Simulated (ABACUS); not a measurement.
**CdS in ABACUS: the effect of functional**

Crystal: CdS.

```xyz
2
Lattice="4.1742 0.0000 0.0000 -2.0871 3.6149 0.0000 0.0000 0.0000 5.6857" Properties=species:S:1:pos:R:3 pbc="T T T"
Cd    0.0000    0.0000    2.5170
S     2.0871    1.2050    2.4693
```

Measurements of this composition are mostly on another form, of space group No. 186.

The cell isn't the ideal one: volume scaled by 0.94.

Alike in all runs:

* Program: ABACUS 3.10.1
* Task: equation of state
* Potentials or basis: SG15 ONCV 1.2 PBE
* Cutoff: 1401 eV
* Density cutoff: 5606 eV
* Basis: DZP LCAO (the cutoffs set its grid)
* k mesh: 5 × 5 × 4
* Occupations: fermi-dirac, width 0.05 eV
* Spin: no spin polarisation

| functional | gap on the mesh (eV) | pressure (GPa) |
| --- | --- | --- |
| LDA | ? | ? |
| PBEsol | 1.82 | 0.8 |
| r2SCAN | 2.23 | 1.6 |

**Question.** What does the run with functional LDA give?

**Answer.** gap on the mesh 1.64 eV; pressure -0.5 GPa.

Caveats: the atomic orbitals were generated for these runs and aren't a published set; the potentials were made for another functional, which shifts forces and pressure; an odd mesh through Γ misses points on the zone boundary, where band edges often lie; the basis of atomic orbitals isn't converged, which shifts pressures, moduli and gaps.
